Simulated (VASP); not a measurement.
# VASP inputs for SrO (strained rocksalt)

INCAR

```
ISMEAR = -1
LREAL = .FALSE.
NSW = 0
IBRION = -1
LWAVE = .FALSE.
ISIF = 2
PREC = Accurate
LCHARG = .FALSE.
ENCUT = 520
LASPH = .TRUE.
EDIFF = 1E-7
GGA = PE
NBANDS = 15
SIGMA = 0.02
NELM = 120
```

KPOINTS

```
KPOINTS created by Atomic Simulation Environment
0
Gamma
8 8 8
0 0 0
```

KPOINTS_OPT

```
special points
7
Reciprocal
0.0000000000 0.0000000000 0.0000000000 1
0.5000000000 0.0000000000 0.5000000000 1
0.6250000000 0.2500000000 0.6250000000 1
0.3750000000 0.3750000000 0.7500000000 1
0.5000000000 0.5000000000 0.5000000000 1
0.5000000000 0.2500000000 0.7500000000 1
0.0000000000 0.5000000000 0.5000000000 1
```

POSCAR

```
Sr O
 1.0000000000000000
     0.0000000000000000    2.5024955561000000    2.6241984298999999
     2.5024955561000000    0.0000000000000000    2.6241984298999999
     2.5024955561000000    2.5024955561000000    0.0000000000000000
 Sr  O
   1   1
Cartesian
  0.0000000000000000  0.0000000000000000  0.0000000000000000
  2.5024955561000004  2.5024955561000004  2.6241984298999999
```

VASP ran with the recommended PBE PAW datasets (16 valence electrons in the cell).

**Question.** Estimate the main results of this run.

**Answer.** gap between bands v and c 3.14 eV; least direct gap 3.18 eV; pressure 7.5 GPa.

Band v is the last that the valence electrons fill when counted band by band, and c is the next. Levels in eV from the top of v:

| point | v−1 | v | c | c+1 |
| --- | --- | --- | --- | --- |
| Γ | 0.00 | 0.00 | 4.10 | 5.98 |
| X | -0.26 | -0.04 | 3.14 | 7.97 |
| K | -0.70 | -0.65 | 4.93 | 8.05 |
| L | -1.28 | -1.28 | 6.63 | 8.65 |
| W | -0.67 | -0.39 | 6.11 | 6.26 |
